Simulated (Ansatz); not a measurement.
# Cold compression of Rh (simple hexagonal type)

```
CELL_PARAMETERS angstrom
2.63877 0.00000 0.00000
-1.31938 2.28524 0.00000
0.00000 0.00000 2.54576
ATOMIC_POSITIONS crystal
Rh 0.00000 0.00000 0.00000
```

The cell comes from a relaxation on PAW files under the same functional, begun from a prototype that needn't be the stable phase.

Its volume is scaled, and at each volume shape and atoms are relaxed on PAW files; all methods then take that cell.

Computed with Ansatz 0.2.0; functional PBE, scalar-relativistic. Settings: a Γ-centred 17×17×15 k mesh, Fermi–Dirac smearing of 0.1 eV, no spin polarisation. Methods: LAPW: all electrons, basis error target 1 meV/atom; PAW: frozen-core files, cutoff 420 eV; crystal datasets: all electrons, by PAW datasets that the program makes for each cell; norm-conserving: pseudopotentials, cutoff 1197 eV; PAW (cutoff 250 eV): frozen-core files, cutoff 250 eV.

Energies are extrapolated to zero smearing and count from the unscaled cell; pressure is positive in compression; gaps take the mesh and a band path. No temperature or zero-point motion is included.

The structure type is held throughout; the real material can change phase at far lower pressure.

| V/V0 | V (Å³/atom) | P LAPW (GPa) | ΔE LAPW (eV/atom) | P PAW − LAPW (GPa) | ΔE PAW − LAPW (meV/atom) | space group | shortest distance (Å) |
| --- | --- | --- | --- | --- | --- | --- | --- |
| 1.00 | 15.35 | -0.04 | 0.000 | 0.03 | 0.0 | P6/mmm | 2.546 |
| 0.92 | 14.12 | 21.3 | 0.071 | 0.03 | 0.2 | P6/mmm | 2.467 |
| 0.84 | 12.90 | ? | ? | ? | ? | ? | ? |
| 0.76 | 11.67 | 113.3 | 0.983 | -0.04 | 0.3 | P6/mmm | 2.303 |
| 0.68 | 10.44 | 208.4 | 2.181 | -0.15 | -0.4 | P6/mmm | 2.215 |
| 0.60 | 9.21 | 371.5 | 4.342 | -0.46 | -2.5 | P6/mmm | 2.121 |
| 0.52 | 7.98 | 663.1 | 8.193 | -1.73 | -9.9 | P6/mmm | 2.021 |
| 0.45 | 6.91 | 1126 | 14.038 | -5.65 | -31.9 | P6/mmm | 1.926 |

Question: Fit the Vinet equation to the LAPW pressures shown (residuals weighted by 1/(|P| + 0.03·Pmax)), and predict the pressure of the withheld row.

Answer: The fit gives V0 = 15.36 Å³/atom, B0 = 202 GPa and B0′ = 5.38. At 12.90 Å³/atom, x = (V/V0)^(1/3) = 0.9435, and P = 3·B0·(1 − x)/x²·exp[1.5·(B0′ − 1)·(1 − x)] = 55.7 GPa. The run itself gave 56.2 GPa (-0.8 % off) and ΔE = 0.354 eV/atom.

Question: From the table, what is the rise of the enthalpy H = E + pV up to the last row, and how stiff is the crystal between the last two rows?

Answer: ΔH = 14.038 eV + (1126 GPa × 6.91 Å³ + 0.04 GPa × 15.35 Å³) × 0.006242 eV/(GPa·Å³) = 62.58 eV/atom, of which pV makes 78 %. The mean bulk modulus there is −ΔP/Δln V = 3200 GPa.

Question: At the smallest volume, how far do crystal datasets and norm-conserving and PAW (cutoff 250 eV) lie from LAPW in pressure?

Answer: crystal datasets: 0.00 GPa; norm-conserving: +5.82 GPa; PAW (cutoff 250 eV): +29.07 GPa, on a LAPW pressure of 1126 GPa.

Question: How do the Löwdin populations by LAPW change from the unscaled cell to the last row?

Answer: Rh 4s 1.97 → 1.89, Rh 5s 0.79 → 0.64, Rh 4d 8.17 → 8.42 electrons an atom. These are projections on the shells that the free atoms fill; 0.07 e a cell lies outside them at the start and 0.10 e at the end.
